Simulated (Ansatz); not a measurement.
# Cu: density of states with r2SCAN

Crystal: Cu.

```
Cu
1.0
     3.61500    0.00000    0.00000
     0.00000    3.61500    0.00000
     0.00000    0.00000    3.61500
Cu
4
Direct
  0.00000 0.00000 0.00000
  0.00000 0.50000 0.50000
  0.50000 0.00000 0.50000
  0.50000 0.50000 0.00000
```

```json
{"Program": "Ansatz 0.2.0", "Task": "density of states", "Functional": "r2SCAN", "Potentials or basis": "SSSP efficiency PAW", "Cutoff": "1225 eV", "Density cutoff": "9796 eV", "k mesh": "7 × 7 × 7", "Occupations": "tetrahedron", "Spin": "no spin polarisation"}
```

The pressure is -4.8 GPa, the band gap on the k mesh is none (metal or under the smearing width) and the density of states at the Fermi level is 0.99 states/eV per cell.

Levels at points of the mesh, in eV from the Fermi level:
```csv
k point,band 20,band 21,band 22,band 23,band 24,band 25
"(0.00, 0.00, 0.00)",-1.53,-1.53,1.53,1.53,1.53,7.41
```

States per cell in windows of 1 eV (zero at the Fermi level; states under -8 eV left out):
```csv
from (eV),total
-8.0,0.56
-7.0,0.76
-6.0,2.23
-5.0,6.93
-4.0,11.95
-3.0,12.57
-2.0,7.26
-1.0,1.29
0.0,1.09
1.0,1.02
2.0,0.86
3.0,0.64
4.0,0.96
5.0,1.11
6.0,0.97
7.0,1.09
```

Wall time 18 s on 2 threads of Arm Neoverse V1, with other jobs on the host, peak memory 1.5 GiB.

Caveat: with tetrahedron occupations forces and stress needn't match the slope of the energy.
